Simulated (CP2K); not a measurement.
A run of CP2K 2026.2 is set up as follows.

The input zrn_scf.inp:

```
&GLOBAL
  PROJECT zrn_scf
  RUN_TYPE ENERGY_FORCE
  PRINT_LEVEL LOW
&END GLOBAL
&FORCE_EVAL
  METHOD QS
  STRESS_TENSOR ANALYTICAL
  &DFT
    BASIS_SET_FILE_NAME BASIS_MOLOPT_UZH
    POTENTIAL_FILE_NAME POTENTIAL_UZH
    &MGRID
      CUTOFF 450
      REL_CUTOFF 60
      NGRIDS 5
    &END MGRID
    &QS
      METHOD GPW
      EPS_DEFAULT 1.0E-9
    &END QS
    &KPOINTS
      SCHEME MONKHORST-PACK 10 10 10
      GAMMA_CENTERED T
      SYMMETRY T
      SYMMETRY_BACKEND SPGLIB
    &END KPOINTS
    &SCF
      SCF_GUESS ATOMIC
      EPS_SCF 1.0E-6
      MAX_SCF 100
      ADDED_MOS 13
      CHOLESKY OFF
      EPS_EIGVAL 1.0E-7
      &DIAGONALIZATION ON
        ALGORITHM STANDARD
      &END DIAGONALIZATION
      &MIXING ON
        METHOD BROYDEN_MIXING
        ALPHA 0.4
        BETA 1.5
        NBUFFER 8
      &END MIXING
      &SMEAR ON
        METHOD FERMI_DIRAC
        ELECTRONIC_TEMPERATURE [K] 580.226
      &END SMEAR
    &END SCF
    &XC
      &XC_FUNCTIONAL
        &GGA_X_PBE
        &END GGA_X_PBE
        &GGA_C_PBE
        &END GGA_C_PBE
      &END XC_FUNCTIONAL
    &END XC
    &PRINT
      &KPOINTS ON
      &END KPOINTS
      &MULLIKEN ON
      &END MULLIKEN
      &MO ON
        ENERGIES T
        OCCUPATION_NUMBERS T
        &EACH
          QS_SCF 0
        &END EACH
        ADD_LAST NUMERIC
      &END MO
      &LOWDIN ON
      &END LOWDIN
      &HIRSHFELD ON
        SHAPE_FUNCTION DENSITY
      &END HIRSHFELD
      &E_DENSITY_CUBE ON
        STRIDE 1
      &END E_DENSITY_CUBE
      &V_HARTREE_CUBE ON
        STRIDE 1
      &END V_HARTREE_CUBE
      &ELF_CUBE ON
        STRIDE 1
      &END ELF_CUBE
    &END PRINT
  &END DFT
  &SUBSYS
    &CELL
      A 3.2526911935 0.0000000000 0.0000000000
      B 1.6263455967 2.8169132042 0.0000000000
      C 1.6263455967 0.9389710681 2.7089274631
      PERIODIC XYZ
    &END CELL
    &COORD
      SCALED
      Zr  0.5000000000 0.5000000000 0.5000000000
      N   0.0000000000 0.0000000000 0.0000000000
    &END COORD
    &KIND Zr
      BASIS_SET TZVP-MOLOPT-PBE-GTH-q12
      POTENTIAL GTH-PBE-q12
    &END KIND
    &KIND N
      BASIS_SET TZVP-MOLOPT-PBE-GTH-q5
      POTENTIAL GTH-PBE-q5
    &END KIND
    &PRINT
      &ATOMIC_COORDINATES ON
      &END ATOMIC_COORDINATES
      &CELL ON
      &END CELL
    &END PRINT
  &END SUBSYS
  &PRINT
    &FORCES ON
    &END FORCES
    &STRESS_TENSOR ON
    &END STRESS_TENSOR
  &END PRINT
&END FORCE_EVAL
```

Potentials or basis: POTENTIAL_UZH Zr GTH-PBE-q12, N GTH-PBE-q5; TZVP-MOLOPT-PBE-GTH basis.

The run is started by

```console
$ OMP_NUM_THREADS=1 cp2k.psmp -i zrn_scf.inp -o zrn_scf.out
```

Problem. Predict the pressure.

Solution. -3.3 GPa.

Problem. Predict the Hirshfeld charges.

Solution. Zr +0.33; N -0.33 e.

Problem. What does it give for the band gap on the k mesh?

Solution. None (metal or under the smearing width).

Stress tensor (GPa, compression positive):
```
-1.79  0.00  0.00
 0.00 -1.79  0.00
 0.00  0.00 -6.40
```

Caveat: the basis of atomic orbitals isn't converged, which shifts pressures, moduli and gaps.
